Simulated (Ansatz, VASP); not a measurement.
# Zr3Si: VASP beside Ansatz

Contents of INCAR:

```
PREC = Accurate ; ENCUT = 520
EDIFF = 1E-7 ; ISMEAR = 0
SIGMA = 0.05 ; LREAL = False
LASPH = True ; NELM = 100
ALGO = Normal ; ISIF = 2
LWAVE = False ; LCHARG = False
GGA = PS ; NBANDS = 28
```

File KPOINTS:

```
Automatic mesh
0
Gamma
  8 8 8
```

POSCAR

```
Zr3Si
1.0
    4.1997481368      0.0000000000      0.0000000000
    0.0000000000      4.1997481368      0.0000000000
    0.0000000000      0.0000000000      4.1997481368
Zr Si
3 1
Direct
    0.0000000000      0.5000000000      0.5000000000
    0.5000000000      0.5000000000      0.0000000000
    0.5000000000      0.0000000000      0.5000000000
    0.0000000000      0.0000000000      0.0000000000
```

Input for Ansatz:

```yaml
crystal:
  lattice:
    - [4.1997481368, 0.0, 0.0]
    - [0.0, 4.1997481368, 0.0]
    - [0.0, 0.0, 4.1997481368]
  atoms:
    - { symbol: Zr, position: [0.0, 0.5, 0.5] }
    - { symbol: Zr, position: [0.5, 0.5, 0.0] }
    - { symbol: Zr, position: [0.5, 0.0, 0.5] }
    - { symbol: Si, position: [0.0, 0.0, 0.0] }
basis:
  ecutwfc: 420
  ecutrho_ratio: 4
kpoints:
  mp_grid: { grid: [8, 8, 8] }
hamiltonian:
  xc: pbesol
scf:
  occupations: { method: gaussian, width: 0.05 }
output:
  forces: true
  stress: true
  eigenvalues: true
```

Alike in both runs: task single point; functional PBEsol; k mesh 8 × 8 × 8; occupations gaussian, width 0.05 eV; no spin polarisation.

```csv
,VASP,Ansatz
version,VASP 6.6.1,Ansatz 0.2.0
potentials or method,"VASP PAW PBE potentials, release 64 (Zr_sv, Si)","scalar-relativistic, plane waves, PAW"
plane-wave cutoff (eV),520,420
valence electrons in the cell,40,40
```

```csv
,VASP,Ansatz,Ansatz less VASP
pressure (GPa),5.4,5.2,-0.15
```

The functional is the same, so the differences come from potentials, cutoffs and numerics.

Caveats: the PAW data sets were made with another functional, which shifts forces and pressure a little (VASP).
